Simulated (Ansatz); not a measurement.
Crystal: AlFe.

```
CELL_PARAMETERS angstrom
2.91000 0.00000 0.00000
0.00000 2.91000 0.00000
0.00000 0.00000 2.91000
ATOMIC_POSITIONS crystal
Fe 0.50000 0.50000 0.50000
Al 0.00000 0.00000 0.00000
```

| Item | Value |
| --- | --- |
| Program | Ansatz 0.2.0 |
| Task | relaxation of cell and atoms |
| Functional | revPBE |
| Dispersion | D3(BJ) |
| Potentials or basis | Ansatz PAW |
| Cutoff | 420 eV (not typed: the program's choice for these potentials) |
| k mesh | 9 × 9 × 9 |
| Occupations | fermi-dirac, width 0.05 eV |
| Spin | collinear spin, ferromagnetic start |
| Starting moments | [3.0, 0.0] μB |

At the start: volume 12.32 Å³/atom.

Q: How do energy, volume and symmetry change on relaxing?

A: It ends after 5 steps and the volume is 11.35 Å³/atom (-7.9 %); space group Pm-3m (No. 221, to 0.05 Å); moment 0.60 μB per cell.

The path:
| step | energy change (eV) | largest force (eV/Å) | volume (Å³) |
| --- | --- | --- | --- |
| 1 | 0.0000 | 0.0000 | 24.64 |
| 2 | -0.0785 | 0.0000 | 23.30 |
| 3 | -0.0878 | 0.0000 | 22.61 |
| 4 | -0.0879 | 0.0000 | 22.70 |
| 5 | -0.0871 | 0.0000 | 22.70 |

Final structure:
```
Fe Al
1.0
     2.83134    0.00000    0.00000
     0.00000    2.83134    0.00000
     0.00000    0.00000    2.83134
Fe Al
1 1
Cartesian
  1.4157 1.4157 1.4157
  0.0000 0.0000 0.0000
```

Caveat: the plane-wave basis is chosen anew once the cell has moved, so the energies of steps on either side of that aren't comparable; pairwise dispersion overbinds metals, which lowers pressure and volume; the PAW data sets come from PBE, with cores solved anew for the run's functional, which leaves a small shift of forces and pressure.
